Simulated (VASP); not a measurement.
# EuS (Fm-3m) in VASP: further runs, part 2 of 2

VASP 6.6.1. The steps go on from the part before.

### 4 Single point, PBE, collinear spin, ferromagnetic start

File INCAR:

```
PREC = Accurate
ENCUT = 520
EDIFF = 1E-6
ISMEAR = 0
SIGMA = 0.022
LREAL = False
LASPH = True
NELM = 100
ALGO = Normal
ISIF = 2
LWAVE = False
LCHARG = False
ISPIN = 2
MAGMOM = 7 0
LORBIT = 11
LMAXMIX = 6
GGA = PE
NBANDS = 22
```

File KPOINTS:

```
Automatic mesh
0
Gamma
  8 8 8
```

File POSCAR:

```
EuS
1.0
    0.0000000000      2.9785000000      2.9785000000
    2.9785000000      0.0000000000      2.9785000000
    2.9785000000      2.9785000000      0.0000000000
Eu S
1 1
Direct
    0.0000000000      0.0000000000      0.0000000000
    0.5000000000      0.5000000000      0.5000000000
```

Run with:

```bash
$ cat potpaw_PBE.64/Eu/POTCAR potpaw_PBE.64/S/POTCAR > POTCAR
$ mpirun -np 1 vasp_std > vasp.out
```

Run time: 37 s. Hardware: 1 thread of Intel Xeon 6975P-C (Granite Rapids), shared host; peak memory 0.24 GiB.

It converged, with:

| Property | Result |
| --- | --- |
| Free energy | -19.8974 eV |
| Pressure | -2.8 GPa |
| Band gap on the k mesh | none (metal or under the smearing width) |
| Net moment | 6.99 μB per cell |
| Site moments | Eu +6.59; S -0.07 μB |
| Valence electrons inside the program's atomic spheres | Eu 14.75; S 3.75 |

Levels at points of the mesh, in eV from the Fermi level:
Spin up:
```tsv
k point	band 12	band 13	band 14	band 15	band 16	band 17	band 18	band 19
(0.00, 0.00, 0.00)	-0.21	0.11	0.11	0.11	0.82	1.10	1.10	1.10
(0.50, 0.00, 0.00)	-0.25	-0.25	-0.21	-0.20	2.96	3.24	3.66	3.66
(0.50, 0.50, 0.00)	-0.26	-0.26	-0.22	-0.04	-0.04	3.10	3.24	4.53
```
Spin down:
```tsv
k point	band 4	band 5	band 6	band 7	band 8	band 9	band 10	band 11	band 12	band 13
(0.00, 0.00, 0.00)	-17.93	-13.45	-2.60	-2.60	-2.60	1.45	1.87	1.87	1.87	2.75
(0.50, 0.00, 0.00)	-17.96	-12.49	-5.11	-3.72	-3.72	2.89	4.06	4.14	4.14	4.46
(0.50, 0.50, 0.00)	-18.05	-13.11	-3.73	-2.95	-2.95	-0.12	3.95	3.97	4.30	4.39
```

Caveat: spin-orbit coupling is left out, which moves the levels of the heavy elements; a cell with one magnetic atom can't hold antiferromagnetic order, which such compounds often take; without U or exact exchange the open f shell lies at the Fermi level, which spoils levels, moments and volumes.

### 5 Single point, PBE, collinear spin, ferromagnetic start

File INCAR:

```
ALGO     = Normal         # electronic algorithm
EDIFF    = 1E-6           # SCF threshold, eV
ENCUT    = 520            # plane-wave cutoff, eV
GGA      = PE             # functional
ISIF     = 2              # what is computed and relaxed
ISMEAR   = 0              # smearing method
ISPIN    = 2              # spin polarisation
LASPH    = True           # aspherical terms in the spheres
LCHARG   = True           # write CHGCAR
LELF     = True           # ELF
LMAXMIX  = 6              # l up to which the mixer works
LORBIT   = 11             # projections on sites
LREAL    = False          # projectors in reciprocal space
LVHAR    = True         
LWAVE    = False          # write WAVECAR
MAGMOM   = 7 0            # initial moments
NBANDS   = 22             # bands
NELM     = 120            # most SCF steps
PREC     = Accurate       # precision mode
SIGMA    = 0.026000000000000002 # smearing width, eV
```

File KPOINTS:

```
k-points
0
Gamma
  8 8 8
```

POSCAR is that of step 4.

Run with:

```bash
$ cat potpaw_PBE.64/Eu/POTCAR potpaw_PBE.64/S/POTCAR > POTCAR
$ mpirun -np 1 vasp_std > vasp.out
```

Run time: 35 s. Hardware: 1 thread of Intel Xeon 6975P-C (Granite Rapids), shared host; peak memory 0.24 GiB.

Results (log left out):

```
Free energy                                           : -19.8974 eV
Pressure                                              : -2.8 GPa
Band gap on the k mesh                                : none (metal or under the smearing width)
Net moment                                            : 6.99 μB per cell
Site moments                                          : Eu +6.59; S -0.07 μB
Valence electrons inside the program's atomic spheres : Eu 14.75; S 3.75
```

Levels at points of the mesh, in eV from the Fermi level:
Spin up:
```
           k point  band 12  band 13  band 14  band 15  band 16  band 17  band 18  band 19
(0.00, 0.00, 0.00)    -0.21     0.11     0.11     0.11     0.82     1.09     1.09     1.09
(0.50, 0.00, 0.00)    -0.25    -0.25    -0.22    -0.20     2.96     3.24     3.66     3.66
(0.50, 0.50, 0.00)    -0.26    -0.26    -0.22    -0.04    -0.04     3.10     3.24     4.53
```
Spin down:
```
           k point  band 5  band 6  band 7  band 8  band 9  band 10  band 11  band 12
(0.00, 0.00, 0.00)  -13.45   -2.60   -2.60   -2.60    1.45     1.87     1.87     1.87
(0.50, 0.00, 0.00)  -12.49   -5.11   -3.72   -3.72    2.89     4.06     4.14     4.14
(0.50, 0.50, 0.00)  -13.11   -3.73   -2.95   -2.95   -0.12     3.95     3.97     4.30
```

Caveat: spin-orbit coupling is left out, which moves the levels of the heavy elements; a cell with one magnetic atom can't hold antiferromagnetic order, which such compounds often take; without U or exact exchange the open f shell lies at the Fermi level, which spoils levels, moments and volumes. The state reached can hang on the start; a lower one may exist.

### 6 Single point, PBE, collinear spin, ferromagnetic start

File INCAR:

```
SYSTEM = EuS
PREC = Accurate
ENCUT = 520
EDIFF = 1E-7
ISMEAR = 0
SIGMA = 0.028000000000000004
LREAL = .False.
LASPH = .True.
NELM = 150
ALGO = Normal
ISIF = 2
LWAVE = .False.
LCHARG = .False.
ISPIN = 2
MAGMOM = 7 0
LORBIT = 11
LMAXMIX = 6
GGA = PE
NBANDS = 22
```

File KPOINTS:

```
regular mesh
0
Gamma
  8 8 8
  0 0 0
```

POSCAR is that of step 5.

Potentials or basis: VASP PAW PBE potentials, release 64 (Eu, S).

Run with:

```bash
$ cat potpaw_PBE.64/Eu/POTCAR potpaw_PBE.64/S/POTCAR > POTCAR
$ mpirun -np 1 vasp_std > vasp.out
```

It took 50 s on 1 thread of Intel Xeon Platinum 8488C (Sapphire Rapids), shared host; peak memory 0.24 GiB.

Results (log left out):

- Free energy: -19.8975 eV
- Pressure: -2.8 GPa
- Band gap on the k mesh: none (metal or under the smearing width)
- Net moment: 6.99 μB per cell
- Site moments: Eu +6.59; S -0.07 μB
- Valence electrons inside the program's atomic spheres: Eu 14.75; S 3.75

Levels at points of the mesh, in eV from the Fermi level:
Spin up:
```
           k point  band 13  band 14  band 15  band 16  band 17  band 18
(0.00, 0.00, 0.00)     0.10     0.10     0.10     0.82     1.09     1.09
(0.50, 0.00, 0.00)    -0.25    -0.22    -0.20     2.96     3.24     3.66
(0.50, 0.50, 0.00)    -0.27    -0.22    -0.04    -0.04     3.10     3.24
```
Spin down:
| k point | band 4 | band 5 | band 6 | band 7 | band 8 | band 9 | band 10 | band 11 | band 12 | band 13 |
| --- | --- | --- | --- | --- | --- | --- | --- | --- | --- | --- |
| (0.00, 0.00, 0.00) | -17.93 | -13.45 | -2.60 | -2.60 | -2.60 | 1.45 | 1.87 | 1.87 | 1.87 | 2.74 |
| (0.50, 0.00, 0.00) | -17.96 | -12.49 | -5.11 | -3.73 | -3.73 | 2.89 | 4.06 | 4.13 | 4.13 | 4.46 |
| (0.50, 0.50, 0.00) | -18.05 | -13.11 | -3.73 | -2.95 | -2.95 | -0.12 | 3.95 | 3.97 | 4.30 | 4.39 |

Caveat: spin-orbit coupling is left out, which moves the levels of the heavy elements; a cell with one magnetic atom can't hold antiferromagnetic order, which such compounds often take; without U or exact exchange the open f shell lies at the Fermi level, which spoils levels, moments and volumes. The state reached can hang on the start; a lower one may exist.

### 7 Overview

| task | level | cell | k mesh | cutoff (eV) | smearing | grid for exact exchange (PRECFOCK) | mesh quality | gap on the mesh (eV) | pressure (GPa) | moment (μB) |
| --- | --- | --- | --- | --- | --- | --- | --- | --- | --- | --- |
| relaxation of cell and atoms | HSE03 | relaxed | 4 × 4 × 4 | 600 | fermi-dirac 0.05 eV | Fast | coarse | 0.32 | 0.0 | 7.00 |
| single point | PBE | as given | 8 × 8 × 8 | 520 | gaussian 0.012 eV | - | not flagged | none | -2.8 | 6.99 |
| single point | PBE | as given | 8 × 8 × 8 | 520 | gaussian 0.022 eV | - | not flagged | none | -2.8 | 6.99 |
| single point | PBE | as given | 8 × 8 × 8 | 520 | gaussian 0.026 eV | - | not flagged | none | -2.8 | 6.99 |
| single point | PBE | as given | 8 × 8 × 8 | 520 | gaussian 0.028 eV | - | not flagged | none | -2.8 | 6.99 |

Alike in all rows: potentials or basis VASP PAW PBE potentials, release 64 (Eu, S); spin collinear, ferromagnetic start.

Caveats: some runs use coarse meshes; spin-orbit coupling is left out, which moves the levels of the heavy elements; a cell with one magnetic atom can't hold antiferromagnetic order, which such compounds often take; without U or exact exchange the open f shell lies at the Fermi level, which spoils levels, moments and volumes (some runs); the PAW data sets were made with another functional, which shifts forces and pressure a little (some runs).

Total energies depend on the potentials used, so only differences within one code and one set of settings carry meaning.

### 8 How close it comes

Step 3. Measured gap of EuS: 1.72 eV (optical; 300 K; powder; “Crystal-field mediated electronic transitions of EuS up to 35 GPa”, 2022, pmc:8786971). This calculation gives 0.00 eV (-1.72 eV). So large a miss can be the level of theory's own, or it may mean another phase, state or a wrong row. Spin-orbit coupling on Eu is left out. The value is that of PBE on a finite k mesh, which can miss the band edges, without temperature or zero-point motion. Semilocal functionals fall short of measured gaps as a rule. The run's magnetic order (collinear spin, ferromagnetic start) needn't be the measured crystal's.

Step 4. A measured gap of EuS is 1.72 eV (optical; 300 K; powder; “Crystal-field mediated electronic transitions of EuS up to 35 GPa”, 2022, pmc:8786971); the calculated 0.00 eV misses it by -1.72 eV. So large a miss can be the level of theory's own, or it may mean another phase, state or a wrong row. Spin-orbit coupling on Eu is left out. The value is that of PBE on a finite k mesh, which can miss the band edges, without temperature or zero-point motion. Semilocal functionals fall short of measured gaps as a rule. The run's magnetic order (collinear spin, ferromagnetic start) needn't be the measured crystal's.

Step 5. A measured gap of EuS is 1.72 eV (optical; 300 K; powder; “Crystal-field mediated electronic transitions of EuS up to 35 GPa”, 2022, pmc:8786971); the calculated 0.00 eV misses it by -1.72 eV. So large a miss can be the level of theory's own, or it may mean another phase, state or a wrong row. Spin-orbit coupling on Eu is left out. The value is that of PBE on a finite k mesh, which can miss the band edges, without temperature or zero-point motion. Semilocal functionals fall short of measured gaps as a rule. The run's magnetic order (collinear spin, ferromagnetic start) needn't be the measured crystal's.

Step 6. Against the measured gap of EuS, 1.72 eV (optical; 300 K; powder; “Crystal-field mediated electronic transitions of EuS up to 35 GPa”, 2022, pmc:8786971), the calculated 0.00 eV is off by -1.72 eV. So large a miss can be the level of theory's own, or it may mean another phase, state or a wrong row. Spin-orbit coupling on Eu is left out. The value is that of PBE on a finite k mesh, which can miss the band edges, without temperature or zero-point motion. Semilocal functionals fall short of measured gaps as a rule. The run's magnetic order (collinear spin, ferromagnetic start) needn't be the measured crystal's.
